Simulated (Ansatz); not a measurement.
L1₀ (CuAu-type) CoPt, treated with PBE-D4 (plane waves, PAW; Ansatz, a first-principles code).

Settings: plane-wave cutoff 520 eV, 20×20×16 k mesh (along the axes of the cell as run), Fermi–Dirac smearing 0.05 eV, spin-polarised with parallel moments, scalar-relativistic PAW data made under PBE.

Computed at the level's own relaxed cell.

Question: Predict the pressure derivative B′ of the bulk modulus, equilibrium volume per atom, magnetic moment (largest site, within a sphere) and bulk modulus.

Answer: 
pressure derivative B′ of the bulk modulus: 5.0
equilibrium volume per atom: 13.16 Å³/atom
magnetic moment (largest site, within a sphere): 1.90 μB
bulk modulus: 236 GPa

The run finds no gap.

Note: the bulk modulus comes from volumes at which shape and atoms were relaxed.

Moments are spin moments.

Spin–orbit coupling is not included.

Computed values are for the static lattice.

It cost roughly 9 core-minutes of CPU time.
